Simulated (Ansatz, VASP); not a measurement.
Two plane-wave programs on Au

```
Au
1.0
     2.79799    0.00000    0.00000
     0.00000    2.79799    0.00000
     0.00000    0.00000    2.79799
Au
1
Cartesian
  0.0000 0.0000 0.0000
```

Alike in both runs: task single point; functional PBEsol; k mesh 13 × 13 × 13; occupations fermi-dirac, width 0.1 eV; no spin polarisation.

|  | VASP | Ansatz |
| --- | --- | --- |
| version | VASP 6.6.1 | Ansatz 0.2.0 |
| potentials or method | VASP PAW PBE potentials, release 64 (Au) | plane waves (420 eV) with PAW, scalar-relativistic |
| plane-wave cutoff (eV) | 520 | 420 |
| valence electrons in the cell | 11 | 19 |

VASP gave:

| Quantity | Value |
| --- | --- |
| pressure (GPa) | -10.9 |

Task: Which values does Ansatz return?

Result: Pressure (GPa): -10.8.

The functional is the same, so the differences come from potentials, cutoffs and numerics. The two sets of potentials don't hold the same shells in valence. Ansatz warned: «pseudo_functional_mismatch».

Caveats: the PAW data sets were made with another functional, which shifts forces and pressure a little (VASP). Spin-orbit coupling is left out, which matters for the levels of Au.
